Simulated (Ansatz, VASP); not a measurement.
**Ge: VASP beside Ansatz**

```
CELL_PARAMETERS angstrom
4.05816 0.00000 0.00000
-2.02908 3.51447 0.00000
0.00000 0.00000 6.69253
ATOMIC_POSITIONS crystal
Ge 0.66667 0.33333 0.06279
Ge 0.33333 0.66667 0.56279
Ge 0.66667 0.33333 0.43721
Ge 0.33333 0.66667 0.93721
```

This isn't the form of Ge at room conditions, which is diamond.

Alike in both runs: functional PBE; k mesh 12 × 12 × 6; occupations gaussian, width 0.01 eV; no spin polarisation.

Ansatz relaxed the structure, and its values are those at the end. VASP's run is a single point on that final structure, the one shown.

|  | VASP | Ansatz |
| --- | --- | --- |
| version | VASP 6.6.1 | Ansatz 0.2.0 |
| potentials or method | VASP PAW PBE potentials, release 64 (Ge_d) | scalar-relativistic, plane waves, PAW |
| plane-wave cutoff (eV) | 520 | 420 |
| valence electrons in the cell | 56 | 56 |

```csv
,VASP,Ansatz,Ansatz less VASP
gap on the k mesh at the Fermi level (eV),none,none,-
pressure (GPa),-0.1,0.0,+0.06
```

A gap of «none» marks a metal or a gap that the smearing closes.
